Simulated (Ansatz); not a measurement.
Stiffness of BN from strained cells

```
CELL_PARAMETERS angstrom
0.00000 1.80750 1.80750
1.80750 0.00000 1.80750
1.80750 1.80750 0.00000
ATOMIC_POSITIONS crystal
B 0.00000 0.00000 0.00000
N 0.75000 0.75000 0.75000
```

Atoms are numbered in the order listed.

The cell comes from COD entry 9008834, which wasn't checked; take it as a given geometry.

Method: DFT, LDA, all-electron LAPW, scalar-relativistic in Ansatz 0.2.0.

The runs use a Γ-centred 11×11×11 k mesh, Fermi–Dirac smearing of 0.02 eV, basis error target 0.5 meV/atom, no spin polarisation.

The unstrained cell is at -10.85 GPa. Large strains and very small stresses are left out. Each strain is applied once, with fractional coordinates held (clamped ions), and σ below is the change of stress, positive in tension. One finite strain gives stress–strain coefficients at this pressure with an error of the order of the strain times third-order constants, a few per cent for each per cent of strain.

(1) With equal xy, yz and zx engineering shear strains of -1 %, the run gives σxy = -4.50 GPa and γxy = 2εxy = -0.0100. Which stiffness follows?

(2) With equal xy, yz and zx engineering shear strains of +1 %, the run gives σxy = 4.41 GPa and γxy = 2εxy = 0.0100. Which stiffness follows?

## Answers

(1) C44 (clamped ions) = σxy/γxy = 450 GPa.

(2) C44 (clamped ions) = σxy/γxy = 441 GPa.
